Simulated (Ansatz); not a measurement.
MgSi:

```
CELL_PARAMETERS angstrom
2.90839 0.00000 0.00000
0.00000 2.90839 0.00000
0.00000 0.00000 4.10343
ATOMIC_POSITIONS crystal
Si 0.50000 0.50000 0.50000
Mg 0.00000 0.00000 0.00000
```

The cell comes from a database or a generator and needn't be the stable form of this composition.

- Program: Ansatz 0.2.0
- Task: relaxation of cell and atoms
- Functional: BLYP
- Potentials or basis: Ansatz PAW
- Cutoff: 420 eV (not typed: the program's choice for these potentials)
- k mesh: 9 × 9 × 7
- Occupations: fermi-dirac, width 0.05 eV
- Spin: no spin polarisation

At the start: volume 17.35 Å³/atom.

Question: Where does the relaxation end?

Answer: It ends after 5 steps and the volume is 18.54 Å³/atom (+6.8 %); space group P4/mmm (No. 123, to 0.05 Å).

The path:
| step | energy change (eV) | largest force (eV/Å) | volume (Å³) |
| --- | --- | --- | --- |
| 1 | 0.0000 | 0.0000 | 34.71 |
| 2 | -0.0780 | 0.0000 | 36.65 |
| 3 | -0.0789 | 0.0000 | 37.12 |
| 4 | -0.0789 | 0.0000 | 37.09 |
| 5 | -0.0795 | 0.0000 | 37.09 |

Final structure:
```xyz
2
Lattice="3.0681 0.0000 0.0000 0.0000 3.0681 0.0000 0.0000 0.0000 3.9398" Properties=species:S:1:pos:R:3 pbc="T T T"
Si    1.5340    1.5340    1.9699
Mg    0.0000    0.0000    0.0000
```

Caveat: the plane-wave basis is chosen anew once the cell has moved, so the energies of steps on either side of that aren't comparable; the PAW data sets come from PBE, with cores solved anew for the run's functional, which leaves a small shift of forces and pressure.
